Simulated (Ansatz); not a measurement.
**Band gap of Ta2O5 (Pmmm) from density functionals to GW**

Wanted: a ladder of band gaps for Ta2O5 (Pmmm), from density functionals to G0W0.

Calculated with Ansatz 0.2.0; density functionals, hybrids and G0W0, plane waves, PAW.

This is a report of a sequence of runs, with most program output left out.

In doubt: masses and optical values from hybrid runs of this build are listed as unsure (steps 11, 12), which bears on the screening that GW takes from such a start.

## Step 1: Set-up

Symmetry: Pmmm, No. 47, orthorhombic system. Conventional cell: a = 3.677 Å, b = 3.897 Å, c = 6.217 Å, α = 90.00°, β = 90.00°, γ = 90.00°. Nearest to Ta lie 6 O at 1.95 to 2.16 Å. Nearest to Ta lie 6 O at 1.84 to 1.98 Å. Nearest to O lie 3 Ta at 1.98 to 2.16 Å. O has 2 Ta at 1.95 Å nearest. Nearest to O lie 2 Ta at 1.84 Å. O has 2 Ta at 1.95 Å nearest. Farther neighbours and most contacts between anions are not listed.

The cell and positions come from the Crystallography Open Database and are kept as given unless a step says otherwise. Spin-orbit coupling is left out unless a step names it. The default PAW set here is soft_2. Its files were made with PBE.

## Step 2: LDA on the 6×6×4 mesh

This step: DFT, LDA, plane waves, PAW.

Contents of input.yaml:

```yaml
crystal:
  lattice:
    - [3.677, 0.0, 0.0]
    - [0.0, 3.897, 0.0]
    - [0.0, 0.0, 6.217]
  atoms:
    - { symbol: Ta, position: [0.5, 0.0, 0.5] }
    - { symbol: Ta, position: [0.0, 0.0, 0.0] }
    - { symbol: O, position: [0.0, 0.0, 0.319] }
    - { symbol: O, position: [0.0, 0.0, 0.681] }
    - { symbol: O, position: [0.5, 0.5, 0.5] }
    - { symbol: O, position: [0.5, 0.0, 0.0] }
    - { symbol: O, position: [0.0, 0.5, 0.0] }
kpoints:
  mp_grid: { grid: [6, 6, 4] }
  band_path:
    path:
      - [0.0, 0.0, 0.0]
      - [0.5, 0.0, 0.0]
      - [0.5, 0.5, 0.0]
      - [0.0, 0.5, 0.0]
      - [0.0, 0.0, 0.5]
      - [0.5, 0.0, 0.5]
      - [0.5, 0.5, 0.5]
      - [0.0, 0.5, 0.5]
    npoints: 1
hamiltonian:
  xc: lda
scf:
  occupations: { method: fixed }
  n_extra_bands: 6
output:
  eigenvalues: true
  forces: true
  stress: true
  write_density: true
  write_potential: true
  elf: true
  volumetric_format: npy
```

On the command line:

```
$ ansatz run input.yaml --threads 3 --pin off --max-ram 64512MiB --backend cuda --events-out ev --progress --plain --runs-dir out --devices 1 --max-vram 24GiB  # rebuilt from the run's record
```

The job ended after 15 s (1 × NVIDIA H100 80GB HBM3 (shared by 3 runs) with 3 threads of AMD EPYC 7R13 (Zen 3), shared host; peak memory 0.96 GiB).

Numbers from this step:

| Quantity | Value |
| --- | --- |
| pressure | -2.505 GPa |
| gap | 0.1276 eV |
| valence top at | R |
| conduction bottom at | X |
| least direct gap | 0.2526 eV |

Over mesh and listed points the gap is 0.128 eV, from k = (0.500, 0.500, 0.500) to k = (0.500, 0.000, 0.000). The least direct gap found is 0.253 eV, at k = (0.500, 0.500, 0.000).

## Step 3: PBEsol on the 6×6×4 mesh

This step: DFT, PBEsol, plane waves, PAW.

Edit input.yaml of step 2 so:

```diff
@@ -27,3 +27,3 @@
 hamiltonian:
-  xc: lda
+  xc: pbesol
 scf:
@@ -35,5 +35 @@
   stress: true
-  write_density: true
-  write_potential: true
-  elf: true
-  volumetric_format: npy
```

Run time: 5.3 s. Hardware: 1 × NVIDIA H100 80GB HBM3 (shared by 3 runs) with 3 threads; peak memory 0.96 GiB.

Numbers from this step:

- pressure: 2.618 GPa
- gap: 0.1723 eV
- valence top at: R
- conduction bottom at: X
- least direct gap: 0.3286 eV

Over mesh and listed points the gap is 0.172 eV, from k = (0.500, 0.500, 0.500) to k = (0.500, 0.000, 0.000). The least direct gap found is 0.329 eV, at k = (0.500, 0.500, 0.000). PBEsol against LDA: 0.172 − 0.128 = +0.044 eV, with the same mesh, files and cutoff, and both edges at the same k points.

## Step 4: PBE on the 6×6×4 mesh

Levels along a band path and on the mesh show where this functional puts the band edges.

This step: DFT, PBE, plane waves, PAW.

Edit input.yaml of step 3 so:

```diff
@@ -17,15 +17,11 @@
     path:
-      - [0.0, 0.0, 0.0]
-      - [0.5, 0.0, 0.0]
-      - [0.5, 0.5, 0.0]
-      - [0.0, 0.5, 0.0]
-      - [0.0, 0.0, 0.5]
-      - [0.5, 0.0, 0.5]
-      - [0.5, 0.5, 0.5]
-      - [0.0, 0.5, 0.5]
-    npoints: 1
+      - [[0.0, 0.0, 0.0], [0.5, 0.0, 0.0], [0.5, 0.5, 0.0], [0.0, 0.5, 0.0], [0.0, 0.0, 0.0], [0.0, 0.0, 0.5], [0.5, 0.0, 0.5], [0.5, 0.5, 0.5], [0.0, 0.5, 0.5], [0.0, 0.0, 0.5]]
+      - [[0.5, 0.0, 0.0], [0.5, 0.0, 0.5]]
+      - [[0.0, 0.5, 0.0], [0.0, 0.5, 0.5]]
+      - [[0.5, 0.5, 0.0], [0.5, 0.5, 0.5]]
+    npoints: 10
 hamiltonian:
-  xc: pbesol
+  xc: pbe
 scf:
-  occupations: { method: fixed }
+  occupations: { method: fermi_dirac, width: 0.02 }
   n_extra_bands: 6
@@ -35 +31,5 @@
   stress: true
+  write_density: true
+  write_potential: true
+  elf: true
+  volumetric_format: npy
```

The job ended after 7.3 s (1 × NVIDIA H100 80GB HBM3 (shared by 3 runs) with 3 threads; peak memory 1 GiB).

This step gave:

```
pressure             : 8.557 GPa
gap                  : 0.2113 eV
valence top at       : R
conduction bottom at : X
least direct gap     : 0.3807 eV
```

Over mesh and path the gap is 0.211 eV, from k = (0.500, 0.500, 0.500) to k = (0.500, 0.000, 0.000). The least direct gap found is 0.381 eV, at k = (0.500, 0.500, 0.000). The pressure in this cell is 9 GPa; the cell is kept. PBE against PBEsol: 0.211 − 0.172 = +0.039 eV. The runs also differ in occupations, so how much of this comes from the functional alone is not known.

## Step 5: PBE+SOC on the 6×6×4 mesh

This run has two-component orbitals with spin-orbit coupling.

This step: DFT, PBE with spin-orbit coupling, plane waves, PAW.

input.yaml, the sections that differ from step 4:

```yaml
kpoints:
  mp_grid: { grid: [6, 6, 4] }
  band_path:
    path:
      - [0.0, 0.0, 0.0]
      - [0.5, 0.0, 0.0]
      - [0.5, 0.5, 0.0]
      - [0.0, 0.5, 0.0]
      - [0.0, 0.0, 0.5]
      - [0.5, 0.0, 0.5]
      - [0.5, 0.5, 0.5]
      - [0.0, 0.5, 0.5]
    npoints: 1
scf:
  occupations: { method: fermi_dirac, width: 0.02 }
  n_extra_bands: 12
magnetization:
  noncollinear: true
  spin_orbit: true
output:
  eigenvalues: true
  forces: true
  stress: true
# crystal, hamiltonian: as in step 4
```

Run time: 3.6 s. Hardware: 1 × NVIDIA H100 80GB HBM3 (shared by 3 runs) with 3 threads; peak memory 1 GiB; 6.8 s of CPU time.

Numbers from this step:

```yaml
pressure: 8.250 GPa
gap: 0.1149 eV
valence_top_at: R
conduction_bottom_at: X
least_direct_gap: 0.3881 eV
```

Over mesh and listed points the gap is 0.115 eV, from k = (0.500, 0.500, 0.500) to k = (0.500, 0.000, 0.000). The least direct gap found is 0.388 eV, at k = (0.500, 0.500, 0.000). The pressure in this cell is 8 GPa; the cell is kept. PBE+SOC against PBE: 0.115 − 0.211 = −0.096 eV, with the same mesh, set of files (read in its fully relativistic form for the spin-orbit run) and cutoff, and both edges at the same k points. The spin-orbit run sees mesh and listed points alone, so its gap is an upper bound: the coupling can move an edge off these points, and the change over the zone, its sign included where it is small, is not known.

## Step 6: r2SCAN on the 6×6×4 mesh

r2SCAN is a meta-GGA: it depends on the kinetic-energy density as well as on the density and its gradient.

This step: DFT, r2SCAN, plane waves, PAW.

Edit input.yaml of step 5 so:

```diff
@@ -27,9 +27,6 @@
 hamiltonian:
-  xc: pbe
+  xc: r2scan
 scf:
-  occupations: { method: fermi_dirac, width: 0.02 }
-  n_extra_bands: 12
-magnetization:
-  noncollinear: true
-  spin_orbit: true
+  occupations: { method: fixed }
+  n_extra_bands: 6
 output:
```

It took 2.9 s on 1 × NVIDIA H100 80GB HBM3 (shared by 3 runs) with 3 threads; peak memory 1 GiB.

Numbers from this step:

```
pressure             : 2.856 GPa
gap                  : 0.4653 eV
valence top at       : R
conduction bottom at : X
least direct gap     : 0.6897 eV
```

Over mesh and listed points the gap is 0.465 eV, from k = (0.500, 0.500, 0.500) to k = (0.500, 0.000, 0.000). The least direct gap found is 0.690 eV, at k = (0.500, 0.500, 0.000). r2SCAN against PBEsol: 0.465 − 0.172 = +0.293 eV. The runs also differ in plane-wave cutoff (420 eV and 500 eV), so how much of this comes from the functional alone is not known.

## Step 7: HSE06 on the 4×4×2 mesh

HSE06 mixes in a quarter of exact exchange at short range.

This step: DFT, HSE06, plane waves, PAW.

Edit input.yaml of step 6 so:

```diff
@@ -14,3 +14,3 @@
 kpoints:
-  mp_grid: { grid: [6, 6, 4] }
+  mp_grid: { grid: [4, 4, 2] }
   band_path:
@@ -27,3 +27,3 @@
 hamiltonian:
-  xc: r2scan
+  xc: hse06
 scf:
@@ -33,3 +33 @@
   eigenvalues: true
-  forces: true
-  stress: true
```

The job ended after 16 s (1 × NVIDIA H100 80GB HBM3 (shared by 3 runs) with 3 threads; peak memory 1.3 GiB; 26 s of CPU time).

This step gave:

| Property | Result |
| --- | --- |
| gap | 1.360 eV |
| valence top at | R |
| conduction bottom at | X |
| least direct gap | 1.751 eV |
| exact-exchange fraction | 0.25 |

Over mesh and listed points the gap is 1.360 eV, from k = (0.500, 0.500, 0.500) to k = (0.500, 0.000, 0.000). The least direct gap found is 1.751 eV, at k = (0.500, 0.500, 0.000). HSE06 against PBEsol: 1.360 − 0.172 = +1.188 eV. The runs also differ in mesh (6×6×4 and 4×4×2), so how much of this comes from the functional alone is not known. The program's warnings for this run: metallic iterate.

## Step 8: PBE0 on the 4×4×2 mesh

PBE0 mixes in a quarter of exact exchange at all distances.

This step: DFT, PBE0, plane waves, PAW.

Edit input.yaml of step 7 so:

```diff
@@ -27,3 +27,3 @@
 hamiltonian:
-  xc: hse06
+  xc: pbe0
 scf:
@@ -33 +33,5 @@
   eigenvalues: true
+  write_density: true
+  write_potential: true
+  elf: true
+  volumetric_format: npy
```

The job ended after 54 s (1 × NVIDIA H100 80GB HBM3 (shared by 3 runs) with 3 threads; peak memory 1.2 GiB).

Numbers from this step:

* gap: 2.107 eV
* valence top at: R
* conduction bottom at: X
* least direct gap: 2.515 eV
* exact-exchange fraction: 0.25

Over mesh and listed points the gap is 2.107 eV, from k = (0.500, 0.500, 0.500) to k = (0.500, 0.000, 0.000). The least direct gap found is 2.515 eV, at k = (0.500, 0.500, 0.000). PBE0 against HSE06: 2.107 − 1.360 = +0.747 eV, with the same mesh, files and cutoff, and both edges at the same k points. The program's warnings for this run: metallic iterate.

## Step 9: DDH-PBE0 on the 4×4×2 mesh

The input asks for a share of exact exchange of one over the crystal's ε∞, which the program works out first.

This step: DFT, dielectric-dependent PBE0 (fraction 1/eps_inf of PBE), plane waves, PAW.

Edit input.yaml of step 8 so:

```diff
@@ -13,2 +13,3 @@
     - { symbol: O, position: [0.0, 0.5, 0.0] }
+  host: atoms
 kpoints:
@@ -27,3 +28,6 @@
 hamiltonian:
-  xc: pbe0
+  xc:
+    exchange: pbe
+    correlation: pbe
+    exx: { coeff: inverse_dielectric }
 scf:
```

The job ended after 2 min (1 × NVIDIA H100 80GB HBM3 (shared by 3 runs) with 3 threads; peak memory 2.1 GiB; 3.3 min of CPU time).

Numbers from this step:

```
gap                     : 1.269 eV
valence top at          : R
conduction bottom at    : X
least direct gap        : 1.585 eV
exact-exchange fraction : 0.1463
```

Over mesh and listed points the gap is 1.269 eV, from k = (0.500, 0.500, 0.500) to k = (0.500, 0.000, 0.000). The least direct gap found is 1.585 eV, at k = (0.500, 0.500, 0.000). DDH-PBE0 against PBE0: 1.269 − 2.107 = −0.838 eV, with the same mesh, files and cutoff, and both edges at the same k points. The program's warnings for this run: metallic iterate.

## Step 10: G0W0@PBE, 4×4×4 mesh, 572 empty bands, screening to 200 eV

G0W0 replaces the xc potential by a self-energy built once from the orbitals of the start. Levels are corrected in the window of bands that the input names, at points of the mesh.

This step: G0W0 on PBE, plane waves, PAW.

Contents of input.yaml:

```yaml
crystal:
  lattice:
    - [3.677, 0.0, 0.0]
    - [0.0, 3.897, 0.0]
    - [0.0, 0.0, 6.217]
  atoms:
    - { symbol: Ta, position: [0.5, 0.0, 0.5] }
    - { symbol: Ta, position: [0.0, 0.0, 0.0] }
    - { symbol: O, position: [0.0, 0.0, 0.319] }
    - { symbol: O, position: [0.0, 0.0, 0.681] }
    - { symbol: O, position: [0.5, 0.5, 0.5] }
    - { symbol: O, position: [0.5, 0.0, 0.0] }
    - { symbol: O, position: [0.0, 0.5, 0.0] }
kpoints:
  mp_grid: { grid: [4, 4, 4] }
hamiltonian:
  xc: pbe
scf:
  occupations: { method: fixed }
gw:
  n_empty_bands: 572
  ecut_chi: 200.0
  qp_bands: [v2, c2]
  qp_kpoints: band_edges
  screening: { model: contour_deformation }
```

The job ended after 34 s (1 × NVIDIA H100 80GB HBM3 (shared by 3 runs) with 3 threads; peak memory 3.1 GiB).

This step gave:

- bands summed: 600
- RPA ε∞ on this mesh (eigenvalues): 5.541, 6.794, 9.766
- plane waves in the screening matrix: 575
- G0W0 gap over the corrected points: 1.144 eV
- k of the valence top: -0.5, -0.5, -0.5
- k of the conduction bottom: -0.5, 0, 0
- starting gap on the mesh: 0.1898 eV
- Z at the valence top: 0.6989
- Z at the conduction bottom: 0.7542
- least direct G0W0 gap over the corrected points: 1.361 eV

Over 13 of 27 irreducible mesh points the G0W0 gap is 1.144 eV, from k = (-0.500, -0.500, -0.500) to k = (-0.500, 0.000, 0.000). The PBE gap of this run on the mesh is 0.190 eV. The two states that bound the G0W0 gap lie that far apart at the start, so the correction of the gap is 1.144 − 0.190 = +0.954 eV.

## Step 11: G0W0@HSE06, 4×4×4 mesh, 572 empty bands, screening to 200 eV

This step: G0W0 on HSE06, plane waves, PAW.

Edit input.yaml of step 10 so:

```diff
@@ -16,3 +16,3 @@
 hamiltonian:
-  xc: pbe
+  xc: hse06
 scf:
```

Elapsed: 1.8 min, on 1 × NVIDIA H100 80GB HBM3 (shared by 3 runs) with 3 threads; peak memory 3.3 GiB.

Numbers from this step:

```
bands summed                                    : 600
RPA ε∞ on this mesh (eigenvalues)               : 3.883, 4.821, 5.823
plane waves in the screening matrix             : 575
G0W0 gap over the corrected points              : 1.556 eV
k of the valence top                            : -0.5, -0.5, -0.5
k of the conduction bottom                      : -0.5, 0, 0
starting gap on the mesh                        : 1.367 eV
Z at the valence top                            : 0.7599
Z at the conduction bottom                      : 0.8048
least direct G0W0 gap over the corrected points : 1.875 eV
```

Over 10 of 27 irreducible mesh points the G0W0 gap is 1.556 eV, from k = (-0.500, -0.500, -0.500) to k = (-0.500, 0.000, 0.000). The HSE06 gap of this run on the mesh is 1.367 eV. The two states that bound the G0W0 gap lie that far apart at the start, so the correction of the gap is 1.556 − 1.367 = +0.189 eV. G0W0@HSE06 against G0W0@PBE with 600 bands: 1.556 − 1.144 = +0.412 eV, with the same mesh, files and cutoffs, and both edges at the same k points. The program's warnings for this run: metallic iterate.

## Step 12: G0W0@PBE0, 4×4×4 mesh, 572 empty bands, screening to 200 eV

This step: G0W0 on PBE0, plane waves, PAW.

Edit input.yaml of step 11 so:

```diff
@@ -16,3 +16,3 @@
 hamiltonian:
-  xc: hse06
+  xc: pbe0
 scf:
```

The job ended after 3.6 min (1 × NVIDIA H100 80GB HBM3 (shared by 3 runs) with 3 threads; peak memory 3.2 GiB; 4.1 min of CPU time).

Numbers from this step:

```yaml
bands_summed: 600
rpa_eps_infinity_on_this_mesh_eigenvalues: 3.614, 4.460, 5.227
plane_waves_in_the_screening_matrix: 575
g0w0_gap_over_the_corrected_points: 1.797 eV
k_of_the_valence_top: -0.5, -0.5, -0.5
k_of_the_conduction_bottom: -0.5, 0, 0
starting_gap_on_the_mesh: 2.113 eV
z_at_the_valence_top: 0.7747
z_at_the_conduction_bottom: 0.8185
least_direct_g0w0_gap_over_the_corrected_points: 2.140 eV
```

Over 10 of 27 irreducible mesh points the G0W0 gap is 1.797 eV, from k = (-0.500, -0.500, -0.500) to k = (-0.500, 0.000, 0.000). The PBE0 gap of this run on the mesh is 2.113 eV. The two states that bound the G0W0 gap lie that far apart at the start, so the correction of the gap is 1.797 − 2.113 = −0.316 eV. G0W0@PBE0 against G0W0@HSE06 with 600 bands: 1.797 − 1.556 = +0.241 eV, with the same mesh, files and cutoffs, and both edges at the same k points. The program's warnings for this run: coarse exchange mesh; metallic iterate.

[end of part 1 of 2]

[Paths, hosts, dates, memory and timing lines, banners, echoed tables and standing remarks are left out of the program output.]

[Logs are printed without paths, hosts, clocks, repeated set-up lines and the standing remarks that a program may print on its own settings, such as how far it seeks lower states.]

[Runs of the session that timed out or met a known fault of the program may be left out.]

[Cells called generated may have been cut or substituted from an entry of the Crystallography Open Database or the Materials Project.]

[Hosts, paths, dates, database ids (printed as entryN), source tags and the programs' standing remarks are cut or masked in the printed files.]

[Where an RPA ε∞ is given, it is that of the G0W0 mesh and is not shown converged in it. Names of k-points follow the symmetry that the program found, which can be lower than the space group named. Band edges on a path are those of the sampled points; other points can move an edge, and change direct to indirect where valleys lie close.]

[Hybrid gaps are those of their k-mesh and are not shown converged in it.]
